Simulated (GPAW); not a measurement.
Hf:

```
Hf
1.0
     4.96233    0.00000    0.00000
    -2.48116    4.29750    0.00000
     0.00000    0.00000    3.08623
Hf
3
Cartesian
  0.0000 0.0000 0.0000
  0.0000 2.8650 1.5431
  2.4812 1.4325 1.5431
```

This isn't the form of Hf at room conditions, which is hcp.

```yaml
Program: GPAW 26.7.0
Task: relaxation of cell and atoms
Functional: PBEsol
Dispersion: D3(BJ)+ATM
Potentials_or_basis: PAW data sets generated in the run's folder for this functional
Cutoff: 600 eV
Basis: pw
k_mesh: 5 × 5 × 6
Occupations: fermi-dirac, width 0.05 eV
Spin: no spin polarisation
```

At the start: pressure -5.7 GPa; volume 21.94 Å³/atom.

Q: Where does the relaxation end?

A: Over 5 steps the energy falls by 20.8 meV/atom and the volume is 20.83 Å³/atom (-5.0 %); space group P6/mmm (No. 191, to 0.05 Å).

The path:
| step | energy change (eV) | largest force (eV/Å) | pressure (GPa) | volume (Å³) |
| --- | --- | --- | --- | --- |
| 1 | 0.0000 | 0.0000 | -5.74 | 65.82 |
| 2 | -0.0238 | 0.0000 | -4.58 | 65.08 |
| 3 | -0.0624 | 0.0000 | 0.21 | 62.39 |
| 4 | -0.0625 | 0.0000 | -0.01 | 62.50 |
| 5 | -0.0625 | 0.0000 | -0.01 | 62.50 |

Final structure:
```
Hf
1.0
     4.87624    0.00000    0.00000
    -2.43812    4.22295    0.00000
     0.00000    0.00000    3.03534
Hf
3
Cartesian
  0.0000 0.0000 0.0000
  0.0000 2.8153 1.5177
  2.4381 1.4076 1.5177
```

Caveat: later steps reuse the first step's grids; pairwise dispersion overbinds metals, which lowers pressure and volume.
